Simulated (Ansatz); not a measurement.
# SiNi (P2_13) in Ansatz: relaxation of cell and atoms with PBEsol

Aim: the relaxation of cell and atoms of SiNi with PBEsol.

Program: Ansatz 0.2.0. These are calculated values, not measurements. Logs are shortened: lines on timing, memory, paths and dates and some standing lists are left out, and cuts for length are marked.

### 1 Starting point

It takes space group P2_13 (No. 198, cubic). Conventional cell: a = 4.504 Å, b = 4.504 Å, c = 4.504 Å, α = 90.00°, β = 90.00°, γ = 90.00°. Ni (site symmetry 3) is surrounded by 7 Si at 2.36 to 2.44 Å. Around Si (site symmetry 3) lie 7 Ni at 2.36 to 2.44 Å.

The cell is a database's computed one.

### 2 Relaxation of cell and atoms, PBEsol, collinear spin, ferromagnetic start

The input, input.yaml:

```yaml
crystal:
  lattice:
    - [4.503694, 0.0, 0.0]
    - [0.0, 4.503694, 0.0]
    - [0.0, 0.0, 4.503694]
  atoms:
    - { symbol: Ni, position: [0.149504, 0.149504, 0.149504], spin: 1.0 }
    - { symbol: Ni, position: [0.649504, 0.350496, 0.850496], spin: 1.0 }
    - { symbol: Ni, position: [0.850496, 0.649504, 0.350496], spin: 1.0 }
    - { symbol: Ni, position: [0.350496, 0.850496, 0.649504], spin: 1.0 }
    - { symbol: Si, position: [0.84683, 0.84683, 0.84683] }
    - { symbol: Si, position: [0.34683, 0.65317, 0.15317] }
    - { symbol: Si, position: [0.15317, 0.34683, 0.65317] }
    - { symbol: Si, position: [0.65317, 0.15317, 0.34683] }
hamiltonian:
  xc: pbesol
  pseudopotentials: { kind: paw }
magnetization:
  spin_polarized: true
kpoints:
  mp_grid: { grid: [6, 6, 6] }
scf:
  occupations: { method: fermi_dirac, width: 0.05 }
output:
  forces: true
  stress: true
  eigenvalues: true
relax:
  f_tol: 0.01
  max_steps: 40
  cell: { stress_tol: 0.05 }
```

Potentials or basis: Ansatz PAW.

On the command line:

```sh
> ansatz run input.yaml --threads 4 --pin off --max-ram 11264MiB --backend cpu --events-out ev --progress --plain --runs-dir out
```

The log of the run:

```text
Warning: RAYON_NUM_THREADS=4 ignored (pool sized by the plan → 4); use --threads N
Engine: ansatz 0.2.0, x86_64-unknown-linux-gnu
Pseudopotentials: kind: paw
Pseudopotential: Ni, paw, valence charge 18, recommended cutoff 420 eV (normal), Ni.paw.azcp
Pseudopotential: Si, paw, valence charge 4, recommended cutoff 420 eV (normal), Si.paw.azcp
Functional definition: PBEsol
  exchange = pbesol_x
  correlation = pbesol_c
Crystal: 8 atoms, lattice volume = 91.350 Å³
Basis set: ecut = 420 eV, 1791 PW (Γ), exchange–correlation on 64×64×64 points (8 copies of the dense FFT grid, shifted against one another)
Bands: 56, of which v1, the nominal top of the filled ones, is band 44 counted from 1 (43 counted from 0)
Symmetry: 12 space group operations
Space group: P213 (ITA 198), of the structure as read, at distance tolerance 4.5e-5 Å
Magnetic group: BNS 198.9 (UNI 1511), of the structure as read, at distance tolerance 4.5e-5 Å
k-points: 24 of 216 (time reversal used)
Non-local potential: Ni, projectors of the file, l = 0: 3, l = 1: 2, l = 2: 3, l = 3: 1
Non-local potential: Si, projectors of the file, l = 0: 2, l = 1: 2, l = 2: 2
PAW form: soft (Blöchl's): semilocal exchange-correlation on the pseudo side does not see the compensation charge
PAW frozen core: Ni, regenerated for the run's functional, and the local potential with it (the file was generated under x = pbe(κ = 0.804, μ = 0.2195149727645171), c = pbe(β = 0.06672455060314922))
PAW frozen core: Si, regenerated for the run's functional, and the local potential with it (the file was generated under x = pbe(κ = 0.804, μ = 0.2195149727645171), c = pbe(β = 0.06672455060314922))
PAW one-centre angular grid: Ni, 590 points (default); XC on 64 Gauss nodes
PAW one-centre angular grid: Si, 110 points (default); XC on 64 Gauss nodes
Initial density: superposition of atomic densities (chi_scale 0.1, normalization cell)
Starting moments: Σ|m| = 4 μB on 4 of 8 sites
Initial wavefunctions: pseudopotential atomic-orbital guess
Functional: x = pbesol(κ = 0.804, μ = 0.12345679012345678), c = pbesol(β = 0.046)
iter 1 solved again at ethr=3.06e-3 eV; its pass at ethr=3.10e-3 eV (dr2=2.69e0 eV) is discarded
SCF iter   1: F=—  HF=-25702.687510 eV  |F-HF|=—  |Δ(HF+E_count)|=         —  Δρ=6.45e-2 (↑6.45e-2 ↓2.10e-2)  dr2=2.73e0  dr2_m=9.32e-1  M=1.968 μB ∫|m|=2.613 μB  β_m=0.30  ethr=3.06e-3  ⟨swp⟩=1.1  Hψ=13443  notcnv=0
Mixer restart at iter 1: flushing history
preconditioner: auto → Kerker (q_TF=auto, 2.711 Å⁻¹)  [metal: Δε(μ)=0.011 eV  Ē_g=7.601 eV  σ=0.050 eV  W_gap=0.05  n_scr=26 (ndim 8)  ℏωp=29.1 eV  f_vac=0.000  D(μ)=4.45/eV (n_scr^D=32)]
spin=Collinear: Kerker preconditioning applied to the charge; magnetization (m = ρ↑ − ρ↓) channel mixes plain (no charge-response kernel on spin).
SCF iter   2: F=—  HF=-25702.472112 eV  |F-HF|=—  |Δ(HF+E_count)|=   2.15e-1  Δρ=5.52e-2 (↑2.45e-2 ↓5.52e-2)  dr2=1.44e0  dr2_m=1.14e0  M=1.494 μB ∫|m|=2.086 μB  β_m=0.36  ethr=3.06e-3  ⟨swp⟩=2.0  Hψ=4180  notcnv=0
SCF iter   3: F=—  HF=-25705.867064 eV  |F-HF|=—  |Δ(HF+E_count)|=    3.39e0  Δρ=4.69e-2 (↑2.48e-2 ↓4.69e-2)  dr2=1.05e0  dr2_m=9.76e-1  M=1.175 μB ∫|m|=1.693 μB  β_m=0.16  ethr=1.64e-3  ⟨swp⟩=2.5  Hψ=4334  notcnv=0  defer=198
SCF iter   4: F=—  HF=-25707.431315 eV  |F-HF|=—  |Δ(HF+E_count)|=    1.56e0  Δρ=3.47e-2 (↑2.73e-2 ↓3.47e-2)  dr2=5.08e-1  dr2_m=7.35e-1  M=0.990 μB ∫|m|=1.442 μB  β_m=0.21  ethr=1.19e-3  ⟨swp⟩=2.4  Hψ=3575  notcnv=0  defer=198
SCF iter   5: F=—  HF=-25708.750098 eV  |F-HF|=—  |Δ(HF+E_count)|=    1.32e0  Δρ=2.65e-2 (↑2.65e-2 ↓1.17e-2)  dr2=2.92e-1  dr2_m=2.47e-1  M=0.758 μB ∫|m|=1.020 μB  β_m=0.86  ethr=5.78e-4  ⟨swp⟩=2.9  Hψ=4792  notcnv=0  defer=204
[... 80 lines left out ...]
SCF 5 converged in 8 iterations: F = -25709.869333 eV  dr2 = 1.47e-11
relax step   5: F+E_penalty+E_count = -25709.86933298 eV  Δ(F+E_penalty+E_count) = +6.011e-4 eV  max|allowed force component| = 1.034e-3 eV/Å  Δτ_max = 0.0000 Å  P = +0.002 GPa  Ω = 89.160 Å³  stress off target by 2.27e-3 GPa  SCF on the basis re-selected at this cell (its energy is not comparable with the rows above)  (8 SCF iters)
basis re-selected at this cell: Δ(F+E_penalty+E_count) = +6.011e-4 eV, ΔP = -0.001 GPa vs the last step (what re-selecting the basis moved, of the pressure what is left beyond the Pulay correction that the steps carried, after the strain that the cell walked since its last selection, with what the two solves' SCF thresholds leave and, on support functions, any second-order correction that the steps lacked; it is no measure of the basis error at this ecutwfc). The dense FFT grid was sized anew with the basis: this SCF ran on 30×30×30 points, the steps before it on 32×32×32, so part of this shift can come from that change (see relax.cell in the input reference). This SCF's stress stands 2.27e-3 GPa from its target on what of the cell is left free (relax.cell.stress_tol is 5.00e-2 GPa) and its largest allowed force component is 1.03e-3 eV/Å (relax.f_tol is 1.00e-2 eV/Å): within both
SCF converged after 8 iterations
Magnetization: -0.0000 μB (44.0000 up, 44.0000 down)
Absolute magnetization: 0.0000 μB (∫|ρ↑−ρ↓|, with the PAW one-centre terms)
Spin contamination: 0.0000 ħ² per cell (⟨S²⟩ above its minimum at these occupations)
Per-site moments (μB) at R_I (Å): [(-2.8240778735352216e-10, 0.9652159901177031), (-2.8240761509335083e-10, 0.9652159901177026), (-2.8240788545993734e-10, 0.9652159901177029), (-2.824075815328096e-10, 0.9652159901177026), (-7.529543260391291e-13, 0.9652159901177031), (-7.53354672559372e-13, 0.9652159901177026), (-7.532180302298126e-13, 0.9652159901177029), (-7.532524916369404e-13, 0.9652159901177026)]
Free energy (F): -25709.869333 eV
Harris-Foulkes:  -25709.869333 eV  (|F-HF|=1.09e-11)
Internal energy: -25709.846054 eV  (E = F + TS)
E sigma→0 (E₀):  -25709.857693 eV
Entropy (-TS):   -0.023279 eV (-2.910 meV/atom)
Fermi energy:    16.852636 eV
--- Per-component energies (eV) ---
  E_band       = -1154.492505
  E_kinetic    = 1321.217223
  E_local      = -17191.264781  (includes V_loc(G=0)·N_el)
  E_nonlocal   = 2651.383080
  E_hartree    = 7411.522490
  E_xc         = -568.819553
  E_vxc        = -640.852313  (∫ρ·V_xc dr)
  E_paw        = -8382.768888  (= ΣΔE_a)
  E_vpaw       = -2118.023473  (= ΣTr[D̂ρ^β])
  E_aug_tail   = 0.002118  (compensation charges beyond the density's cutoff)
  E_ewald      = -10952.033142
  E_core_change = 0.915398  (= ΣΔE_core)
  E_smearing   = -0.023279  (= −TS)
  E_closure    = -0.000000  (closes the sum)
  Σ components = -25709.869333   (vs F -25709.869333, Δ=0.00e0)
--- Forces (eV/Å), atoms counted from 1 ---
  atom   1  Ni     0.00056064     0.00056064     0.00056064
  atom   2  Ni     0.00056064    -0.00056064    -0.00056064
  atom   3  Ni    -0.00056064     0.00056064    -0.00056064
  atom   4  Ni    -0.00056064    -0.00056064     0.00056064
  atom   5  Si    -0.00103435    -0.00103435    -0.00103435
  atom   6  Si    -0.00103435     0.00103435     0.00103435
  atom   7  Si     0.00103435    -0.00103435     0.00103435
  atom   8  Si     0.00103435     0.00103435    -0.00103435
  max |Σ_I F_I| component: 4.64e-17 eV/Å
--- Stress (GPa, compression-positive) ---
        0.002275      -0.000000       0.000000
       -0.000000       0.002275      -0.000000
        0.000000      -0.000000       0.002275
  P = ⅓ Tr σ = 0.0023 GPa (0.023 kbar)
--- Band table (eV; the first three rows and the last of 48) ---
  k-point 0 ↑: bands = ["-87.1028", "-87.0971", "-87.0971", "-87.0971", "-47.7658", "-47.7658", "-47.7658", "-47.7441", "-47.6292", "-47.6292", "-47.6292", "-47.6086", "-47.6086", "-47.6005", "-47.6005", "-47.6005", "2.3914", "7.8978", "7.8978", "7.8978", "10.3816", "10.3816", "10.3816", "12.0487", "12.0487", "12.0487", "12.6289", "12.6820", "12.6820", "12.9673", "12.9673", "12.9673", "13.3800", "13.3800", "13.3800", "14.4383", "14.4383", "14.4383", "14.5302", "14.5302", "15.1989", "15.1989", "15.1989", "17.9002", "17.9002", "17.9002", "18.2582", "18.2582", "18.8871", "18.8871", "18.8871", "20.2935", "21.3925", "21.3925", "21.3925", "24.1739"]
  k-point 1 ↑: bands = ["-87.1025", "-87.0980", "-87.0970", "-87.0965", "-47.7681", "-47.7662", "-47.7621", "-47.7451", "-47.6334", "-47.6306", "-47.6235", "-47.6083", "-47.6071", "-47.6020", "-47.6017", "-47.5997", "2.5942", "6.7768", "8.0316", "8.5920", "9.9185", "10.4935", "11.1257", "11.3848", "11.7187", "12.4673", "12.6441", "12.7100", "12.8926", "12.9004", "12.9780", "12.9864", "13.3112", "13.3400", "13.5909", "14.2581", "14.3026", "14.4859", "14.5474", "14.6418", "15.0152", "15.1275", "15.7014", "17.1398", "17.2839", "17.4952", "17.7512", "18.6959", "19.1950", "19.2206", "19.7371", "20.5396", "21.0120", "22.2201", "22.6706", "22.9201"]
  k-point 2 ↑: bands = ["-87.1017", "-87.0992", "-87.0967", "-87.0963", "-47.7689", "-47.7673", "-47.7575", "-47.7481", "-47.6355", "-47.6333", "-47.6170", "-47.6077", "-47.6047", "-47.6042", "-47.6037", "-47.6000", "3.1931", "5.4082", "8.4098", "9.0765", "9.8604", "10.6189", "10.7632", "11.2339", "11.8875", "12.0826", "12.6333", "12.7785", "12.9180", "12.9570", "13.0885", "13.1137", "13.2748", "13.4406", "13.6496", "13.9384", "14.2616", "14.3891", "14.6043", "14.6363", "14.9362", "14.9379", "16.1486", "16.6360", "16.7788", "16.8679", "18.1779", "19.1995", "19.5414", "19.6604", "20.1601", "21.1481", "21.2126", "21.6481", "21.8402", "22.7664"]
  k-point 23 ↓: bands = ["-87.0985", "-87.0985", "-87.0985", "-87.0985", "-47.7608", "-47.7608", "-47.7608", "-47.7608", "-47.6270", "-47.6270", "-47.6270", "-47.6270", "-47.5994", "-47.5994", "-47.5994", "-47.5994", "6.6287", "6.6287", "6.6287", "6.6287", "8.9446", "8.9446", "8.9446", "8.9446", "12.6543", "12.6543", "12.6543", "12.6543", "12.8818", "12.8818", "12.8818", "12.8818", "14.1177", "14.1177", "14.1177", "14.1177", "14.1192", "14.1192", "14.1192", "14.1192", "15.0308", "15.0308", "15.0308", "15.0308", "21.1310", "21.1310", "21.1310", "21.1310", "21.4336", "21.4336", "21.4336", "21.4336", "23.3732", "23.3732", "23.3732", "23.3732"]
--- Relaxed structure (4 steps of the walk, 4 accepted, 1 SCFs on fresh bases) ---
  F+E_penalty+E_count = -25709.86933298 eV   max|allowed force component| = 1.034e-3 eV/Å   (the final SCF, on the basis selected at the relaxed cell)
  cell:  # Å, volume = 89.1601 Å³
    - [4.467420739513027, -5.135813185032629e-34, 3.081487911019577e-33]
    - [-6.419766481290786e-34, 4.467420739513027, -6.419766481290786e-34]
    - [3.2098832406453926e-33, -6.419766481290786e-34, 4.467420739513027]
  atoms:
    - { symbol: Ni, position: [0.14888982066847498, 0.14888982066847498, 0.14888982066847498] }
    - { symbol: Ni, position: [0.6488898206684749, 0.35111017933152494, 0.8511101793315249] }
    - { symbol: Ni, position: [0.8511101793315249, 0.6488898206684749, 0.35111017933152494] }
    - { symbol: Ni, position: [0.35111017933152494, 0.8511101793315249, 0.6488898206684749] }
    - { symbol: Si, position: [0.8464889260169438, 0.8464889260169438, 0.8464889260169438] }
    - { symbol: Si, position: [0.3464889260169439, 0.653511073983056, 0.15351107398305605] }
    - { symbol: Si, position: [0.15351107398305605, 0.3464889260169439, 0.653511073983056] }
    - { symbol: Si, position: [0.653511073983056, 0.15351107398305605, 0.3464889260169439] }
```

Wall time 19 s (4 threads of Intel Xeon 6975P-C (Granite Rapids), shared host); peak memory 0.58 GiB.

Results:

| Quantity | Value |
| --- | --- |
| Free energy | -25709.8693 eV |
| Relaxed volume | 11.15 Å³/atom |
| Relaxed cell | a = 4.467 Å, b = 4.467 Å, c = 4.467 Å, α = 90.00°, β = 90.00°, γ = 90.00° |
| Space group after relaxing (to 0.05 Å) | P2_13 (No. 198) |
| Energy gained by relaxing | 4.1 meV/atom |
| Ionic steps | 5 |
| Pressure after relaxing | 0.0 GPa |
| Band gap on the k mesh | none (metal or under the smearing width) |
| Net moment | 0.00 μB per cell |
| Absolute moment | 0.00 μB per cell |

Step by step:
```tsv
step	energy change (eV)	largest force (eV/Å)	volume (Å³)
1	0.0000	0.0381	91.35
2	-0.0269	0.0282	90.10
3	-0.0337	0.0134	89.11
4	-0.0337	0.0018	89.16
5	-0.0331	0.0018	89.16
```

Final structure:
```
CELL_PARAMETERS angstrom
4.46742 0.00000 0.00000
0.00000 4.46742 0.00000
0.00000 0.00000 4.46742
ATOMIC_POSITIONS crystal
Ni 0.14889 0.14889 0.14889
Ni 0.64889 0.35111 0.85111
Ni 0.85111 0.64889 0.35111
Ni 0.35111 0.85111 0.64889
Si 0.84649 0.84649 0.84649
Si 0.34649 0.65351 0.15351
Si 0.15351 0.34649 0.65351
Si 0.65351 0.15351 0.34649
```

Levels at points of the mesh, in eV from the Fermi level:
Spin up:
| k point | band 41 | band 42 | band 43 | band 44 | band 45 | band 46 | band 47 | band 48 |
| --- | --- | --- | --- | --- | --- | --- | --- | --- |
| (0.00, 0.00, 0.00) | -1.65 | -1.65 | -1.65 | 1.05 | 1.05 | 1.05 | 1.41 | 1.41 |
| (0.00, 0.00, -0.50) | -2.05 | -2.05 | -0.63 | -0.63 | -0.18 | -0.18 | 2.81 | 2.81 |
| (0.00, -0.50, -0.50) | -1.58 | -1.58 | -0.99 | -0.99 | 0.38 | 0.38 | 0.88 | 0.88 |
| (-0.50, -0.50, -0.50) | -1.82 | -1.82 | -1.82 | -1.82 | 4.28 | 4.28 | 4.28 | 4.28 |
Spin down:
```tsv
k point	band 42	band 43	band 44	band 45	band 46	band 47
(0.00, 0.00, 0.00)	-1.65	-1.65	1.05	1.05	1.05	1.41
(0.00, 0.00, -0.50)	-2.05	-0.63	-0.63	-0.18	-0.18	2.81
(0.00, -0.50, -0.50)	-1.58	-0.99	-0.99	0.38	0.38	0.88
(-0.50, -0.50, -0.50)	-1.82	-1.82	-1.82	4.28	4.28	4.28
```

Caveat: the plane-wave basis is chosen anew once the cell has moved, so the energies of steps on either side of that aren't comparable; the PAW data sets come from PBE, with cores solved anew for the run's functional, which leaves a small shift of forces and pressure; the starting moments weren't kept.

### 3 The reference run

An earlier run on the cell as given: functional PBEsol; potentials or basis Ansatz PAW; cutoff 420 eV (not typed: the program's choice for these potentials); k mesh 6 × 6 × 6; occupations fermi-dirac, width 0.05 eV; collinear spin, ferromagnetic start; starting moments [1.0, 1.0, 1.0, 1.0, 0.0, 0.0, 0.0, 0.0] μB.

- Pressure: -4.6 GPa
- Largest force: 0.038 eV/Å
- Band gap on the k mesh: none (metal or under the smearing width)
- Net moment: 0.00 μB per cell
- Absolute moment: 0.00 μB per cell
